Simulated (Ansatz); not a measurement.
# Pt: the cost of one run

Program: Ansatz 0.2.0. Level of theory: DFT PBE, scalar-relativistic, plane waves, PAW. These are calculated values, not measurements.

## Step 1: The system as given

The structure is trigonal, space group R-3m (No. 166). The conventional cell has a = 3.285 Å, b = 3.285 Å, c = 11.798 Å, α = 90.00°, β = 90.00°, γ = 120.00°. Pt (site symmetry 3m) has 1 Pt at 1.36 Å as nearest neighbours.

Coordinates:

```
CELL_PARAMETERS angstrom
1.64240 0.94824 3.93283
-1.64240 0.94824 3.93283
0.00000 -1.89648 3.93283
ATOMIC_POSITIONS crystal
Pt 0.05770 0.05770 0.05770
Pt 0.94230 0.94230 0.94230
```

This is candidate A: O type (R-3m, No. 166).

(A quick probe on a coarse mesh, which set the mesh and smearing, is not shown.)

## Step 3: A loose first relaxation (candidate A)

Contents of input.yaml:

```yaml
crystal:
  lattice:
    - [1.6424003055, 0.9482402584, 3.932832267]
    - [-1.6424003055, 0.9482402584, 3.932832267]
    - [0.0, -1.896480517, 3.932832267]
  atoms:
    - { symbol: Pt, position: [0.0577, 0.0577, 0.0577] }
    - { symbol: Pt, position: [0.9423, 0.9423, 0.9423] }
basis:
  ecutwfc: 420
kpoints:
  mp_grid: { grid: [6, 6, 6] }
hamiltonian:
  xc: pbe
scf:
  occupations: { method: gaussian, width: 0.1 }
  lower_state_search: "off"
output:
  forces: true
  stress: true
  eigenvalues: true
relax:
  adjacent_minimum: "off"
  f_tol: 0.04
  max_steps: 70
  cell: { stress_tol: 0.4 }
```

What time and memory should one allow on 1 thread of an x86-64 CPU, shared host?

About 10 s, with a peak of 0.4 GiB.
